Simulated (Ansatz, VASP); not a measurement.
**One calculation of InAs, two programs**

```xyz
2
Lattice="0.0000 2.5969 2.5969 2.5969 0.0000 2.5969 2.5969 2.5969 0.0000" Properties=species:S:1:pos:R:3 pbc="T T T"
In    0.0000    0.0000    0.0000
As    1.2985    1.2985    1.2985
```

Change from the starting cell: volume scaled by 0.64, LAPW.

Alike in both runs: task single point; functional LDA; k mesh 11 × 11 × 11; occupations fermi-dirac, width 0.08 eV; no spin polarisation.

|  | VASP | Ansatz |
| --- | --- | --- |
| version | VASP 6.6.1 | Ansatz 0.2.0 |
| potentials or method | VASP PAW LDA potentials, release 64 (In_d, As), cutoff 520 eV | all-electron LAPW, scalar-relativistic |

|  | VASP | Ansatz | Ansatz less VASP |
| --- | --- | --- | --- |
| pressure (GPa) | 76.1 | 75.1 | -0.99 |

Ansatz ran all-electron here, so the differences hold the error of VASP's frozen core and of both bases.

Caveats: the cell as given lies far from equilibrium; so large a pressure means that the cell lies far from this level's equilibrium, or that cutoff or potentials fall short (VASP).
